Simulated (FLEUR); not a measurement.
The system is NaH.

```
Na H
1.0
     0.00000    2.44000    2.44000
     2.44000    0.00000    2.44000
     2.44000    2.44000    0.00000
Na H
1 1
Direct
  0.00000 0.00000 0.00000
  0.50000 0.50000 0.50000
```

Base run:

```yaml
Program: FLEUR MaX-R8.1 (later development tree)
Functional: r2SCAN
Potentials_or_basis: all-electron
Basis: FLAPW
Kmax: 4.1 1/bohr
k_mesh: 9 × 9 × 9
Occupations: fermi-dirac, width 0.05 eV
Spin: no spin polarisation
```

Its results: band gap on the k mesh 4.53 eV, indirect (least direct gap 5.23 eV).

**Question.** The run is repeated on the same cell with these changes: functional from r2SCAN to PBEsol; muffin-tin radii from Na 2.56, H 1.71 bohr to Na 2.48, H 1.66 bohr. What comes out?

**Answer.** Band gap on the k mesh 3.82 eV, indirect (least direct gap 4.55 eV).

Caveats: the meta-GGA is that of a development version, with a GGA for the radial functions and cores and without core tails (some runs); the mesh misses the band edges, which the band path finds closer together (some runs); an odd mesh through Γ misses points on the zone boundary, where band edges often lie (some runs).
